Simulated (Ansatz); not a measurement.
# AlAs: a single-point run

Wanted: a converged single-point run for AlAs, and a check of what comes out. The structure is shown as the input types it.

Program: Ansatz 0.2.0. Level of theory: density functional or hybrid calculation with the settings of its input, plane waves (as first typed). These are calculated values, not measurements.

4 further runs of the same task are left out: 1 for a known fault of the program, 3 that didn't finish.

## 1. The system as given

It takes space group F-43m (No. 216, cubic). Conventional cell: a = 5.678 Å, b = 5.678 Å, c = 5.678 Å, α = 90.00°, β = 90.00°, γ = 90.00°. Al (site symmetry -43m) is surrounded by 4 As at 2.46 Å. Around As (site symmetry -43m) lie 4 Al at 2.46 Å.

Coordinates:

```
CELL_PARAMETERS angstrom
0.00000 2.83893 2.83893
2.83893 0.00000 2.83893
2.83893 2.83893 0.00000
ATOMIC_POSITIONS crystal
Al 0.00000 0.00000 0.00000
As 0.25000 0.25000 0.25000
```

## 2. The calculation

Contents of input.yaml:

```yaml
crystal:
  lattice:
    - [0.0, 2.838925176, 2.838925176]
    - [2.838925176, 0.0, 2.838925176]
    - [2.838925176, 2.838925176, 0.0]
  atoms:
    - { symbol: Al, position: [0.0, 0.0, 0.0] }
    - { symbol: As, position: [0.25, 0.25, 0.25] }
kpoints:
  mp_grid: { grid: [6, 6, 6] }
hamiltonian:
  xc: pbesol
scf:
  occupations: { method: fixed }
  n_extra_bands: 4
  max_iter: 89
output:
  forces: true
  stress: true
  eigenvalues: true
basis:
  ecutwfc: 80
```

The run is started by

```bash
> ansatz run input.yaml --threads 4 --pin off --max-ram 3686MiB --backend cpu --events-out ev --progress --plain --runs-dir out
```

Q: Will this input give a usable result? If not, why, and what should change?

The run converged and reported no error, with warnings (cutoff below recommended). It gives a pressure of 22 GPa, which is large; a structure far from rest gives such values too, whatever the setting.

Look at the input: basis.ecutwfc is 80. The basis cutoff is far too low: the plane waves can't represent the orbitals near the cores. The potentials' recommended cutoff is 420 eV.

The test: delete basis.ecutwfc (the default then holds).
